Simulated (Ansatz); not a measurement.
Crystal: PbS (Galena).

```xyz
2
Lattice="0.0000 2.9657 2.9657 2.9657 0.0000 2.9657 2.9657 2.9657 0.0000" Properties=species:S:1:pos:R:3 pbc="T T T"
Pb    0.0000    0.0000    0.0000
S     2.9657    2.9657    2.9657
```

- Program: Ansatz 0.2.0
- Task: relaxation of cell and atoms
- Functional: revPBE
- Potentials or basis: Ansatz PAW
- Cutoff: 420 eV (not typed: the program's choice for these potentials)
- k mesh: 8 × 8 × 8
- Occupations: fermi-dirac, width 0.05 eV
- Spin: no spin polarisation

At the start: volume 26.09 Å³/atom.

Task: How do energy, volume and symmetry change on relaxing?

Result: It ends after 5 steps and the volume is 27.84 Å³/atom (+6.7 %); space group Fm-3m (No. 225, to 0.05 Å).

The path:
| step | energy change (eV) | largest force (eV/Å) | volume (Å³) |
| --- | --- | --- | --- |
| 1 | 0.0000 | 0.0000 | 52.17 |
| 2 | -0.0281 | 0.0000 | 57.57 |
| 3 | -0.0373 | 0.0000 | 55.88 |
| 4 | -0.0374 | 0.0000 | 55.67 |
| 5 | -0.0377 | 0.0000 | 55.67 |

Final structure:
```
Pb S
1.0
     0.00000    3.03063    3.03063
     3.03063    0.00000    3.03063
     3.03063    3.03063    0.00000
Pb S
1 1
Direct
  0.00000 0.00000 0.00000
  0.50000 0.50000 0.50000
```

Caveat: the plane-wave basis is chosen anew once the cell has moved, so the energies of steps on either side of that aren't comparable; the PAW data sets come from PBE, with cores solved anew for the run's functional, which leaves a small shift of forces and pressure.
